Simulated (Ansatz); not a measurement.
CaF2:
```cif
data_CaF2
_chemical_formula_sum 'Ca1 F2'
_space_group_name_H-M_alt 'P 1'
_space_group_IT_number 1
_cell_length_a 3.84703
_cell_length_b 3.84703
_cell_length_c 3.84703
_cell_angle_alpha 60.000
_cell_angle_beta 60.000
_cell_angle_gamma 60.000
loop_
_space_group_symop_operation_xyz
  'x, y, z'
loop_
_atom_site_label
_atom_site_type_symbol
_atom_site_fract_x
_atom_site_fract_y
_atom_site_fract_z
_atom_site_occupancy
Ca1 Ca 0.00000 0.00000 0.00000 1
F1 F 0.75000 0.75000 0.75000 1
F2 F 0.25000 0.25000 0.25000 1
```

Relaxed with r²SCAN.

**Question.** Decompose the optical modes at the zone centre into irreducible representations, and say which are infrared and Raman allowed.

**Answer.** Point group m-3m: Γ_opt = T1u + T2g. Infrared: T1u. Raman: T2g.

**Question.** Assign frequencies (DFPT, r²SCAN (plane waves, PAW; program Ansatz); without the LO–TO term).

**Answer.** T1u 263, T2g 328 cm⁻¹.

Space group Fm-3m (fluorite). Symmetry was held in the r²SCAN relaxation; phonons on a q-mesh show no instability.

Potentials: the earlier of the program's two PAW sets.
